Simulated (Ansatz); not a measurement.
## Si₂Mo: frozen-core PAW against all-electron methods

```yaml
crystal:
  lattice:
    - [-1.60000, 1.60000, 4.00911]
    - [1.60000, -1.60000, 4.00911]
    - [1.60000, 1.60000, -4.00911]
  atoms:
    - { symbol: Si, position: [0.33300, 0.33300, 0.00000] }
    - { symbol: Si, position: [0.66700, 0.66700, 0.00000] }
    - { symbol: Mo, position: [0.00000, 0.00000, 0.00000] }
```

Atom numbers follow the list: Si1, Si2, Mo3.

The cell is COD entry 1010282, as deposited and not checked against the literature; nothing was relaxed. It is an old determination, and later ones may differ. The listed cell was then made from it by scaling, straining or moving an atom.

Methods: DFT, PBE, PAW with Ansatz's default frozen-core files, scalar-relativistic (Ansatz 0.2.0); DFT, PBE, all-electron LAPW, scalar-relativistic (Ansatz 0.2.0).

For PAW: a Γ-centred 12×12×16 k mesh, Fermi–Dirac smearing of 0.03 eV, cutoff 420 eV, no spin polarisation; this mesh doesn't keep the crystal's whole symmetry, which leaves small spurious terms. LAPW targets a basis error of 1 meV/atom. The Ansatz runs share mesh, smearing and spin set-up. Plane-wave (PAW) pressures include the program's estimate of the Pulay term.

Stress and pressure are positive in compression.

PAW results:

```tsv
quantity	PAW
pressure (GPa)	-2.16
stress xx (GPa)	0.77
stress zz (GPa)	-8.04
force on Si1, z (eV/Å)	0.322
```

Question: What does LAPW (all electrons) give for the same quantities?

Answer: 
```csv
quantity,LAPW
pressure (GPa),-2.13
stress xx (GPa),0.80
stress zz (GPa),-8.00
"force on Si1, z (eV/Å)",0.321
```
